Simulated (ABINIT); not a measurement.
Runs of ABINIT 10.8.3 (patched build) on FeO (Wuestite). Symmetry: Fm-3m, No. 225, cubic system. Conventional cell: a = 4.311 Å, b = 4.311 Å, c = 4.311 Å, α = 90.00°, β = 90.00°, γ = 90.00°. Around Fe (site symmetry m-3m) lie 6 O at 2.16 Å. O (site symmetry m-3m) is surrounded by 6 Fe at 2.16 Å. 

```csv
task,level,potentials or basis,k mesh,cutoff (eV),fine-grid cutoff,mesh quality,gap on the mesh (eV),pressure (GPa),moment (μB)
single point,LDA,JTH PAW LDA v2.0,7 × 7 × 7,626,1224.51 eV,coarse,none,-,4.00
single point,r2SCAN,JTH PAW PBE v2.0,4 × 4 × 4,762,1360.57 eV,coarse,none,-,4.03
single point,PBEsol,PseudoDojo NC SR PBEsol v0.4.1 standard,11 × 11 × 11,1225,-,not flagged,none,-9.2,4.00
single point,PBE,JTH PAW PBE v2.0,11 × 11 × 11,707,1306.15 eV,not flagged,none,-0.8,4.00
single point,PBE,JTH PAW PBE v2.0,7 × 7 × 7,626,1224.51 eV,coarse,none,-,4.00
single point,PBEsol,JTH PAW PBE v2.0,4 × 4 × 4,626,1224.51 eV,coarse,none,-,(a)
single point,PBEsol,JTH PAW PBE v2.0,9 × 9 × 9,626,1224.51 eV,not flagged,none,-,4.00
```

Alike in all rows: spin collinear, ferromagnetic start; cell as given; smearing fermi-dirac 0.05 eV.

**Question.** Fill in the values left out.

**Answer.** (a) 4.02.

Caveats: some runs use coarse meshes; a cell with one magnetic atom can't hold antiferromagnetic order, which such compounds often take; semilocal functionals often make such compounds metallic where correlation or magnetic order opens a gap, which also shifts bond lengths; the PAW data sets were made with another functional, which shifts forces and pressure a little (some runs).

A k mesh can miss the band edges.

A gap of «none» marks a metal or a gap under the smearing width.

Not every run made on this cell is shown here.
